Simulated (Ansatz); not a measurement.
**SiC: random displacements**

Level of theory: DFT PBE, scalar-relativistic, plane waves, PAW in Ansatz. Settings: plane waves to 420 eV, k-mesh 6×6×6 (Γ-centred), Gaussian smearing 0.05 eV. No spin polarisation. Energies are free energies at this smearing, counted from the undisturbed cell; pressure is positive in compression.

Zero of the scan (as given, not relaxed at this level):

```
Si C
1.0
     4.34800    0.00000    0.00000
     0.00000   -4.34800    0.00000
     0.00000    0.00000   -4.34800
Si C
4 4
Direct
  0.00000 0.50000 0.50000
  0.50000 0.00000 0.50000
  0.50000 0.50000 0.00000
  0.00000 0.00000 0.00000
  0.75000 0.75000 0.75000
  0.25000 0.25000 0.75000
  0.25000 0.75000 0.25000
  0.75000 0.25000 0.25000
```

The atoms are displaced (Å, in the unstrained cell):

```csv
atom,ux,uy,uz
Si1,-0.038,0.011,-0.010
Si2,0.009,-0.012,0.011
Si3,0.027,0.005,0.043
Si4,0.018,-0.017,-0.013
C5,-0.015,-0.020,0.012
C6,0.022,0.023,-0.043
C7,0.036,0.008,-0.028
C8,-0.059,0.003,0.029
```

Strain (Voigt, engineering shear): (0.0053, -0.0168, 0.0037, 0.0001, 0.0255, -0.0088).

What are the energy change, the stress and the forces?

ΔE = 35.0 meV/atom; stress (xx, yy, zz, yz, xz, xy; compression positive) (5.14, 10.89, 5.85, -0.72, -6.86, 1.52) GPa; gap on the mesh 0.92 eV.
| atom | Fx (eV/Å) | Fy | Fz |
| --- | --- | --- | --- |
| Si1 | 0.93 | -0.19 | 0.31 |
| Si2 | -0.58 | -0.01 | -0.16 |
| Si3 | -0.90 | -1.01 | -0.72 |
| Si4 | -0.14 | 0.63 | -0.26 |
| C5 | 0.83 | 0.31 | -0.31 |
| C6 | -0.77 | -0.31 | 1.23 |
| C7 | -0.98 | 0.44 | 0.56 |
| C8 | 1.62 | 0.14 | -0.66 |

Cost: 1 run of about 0.53 core-minutes, on Intel Xeon Processor @ 2.70GHz (shared hosts).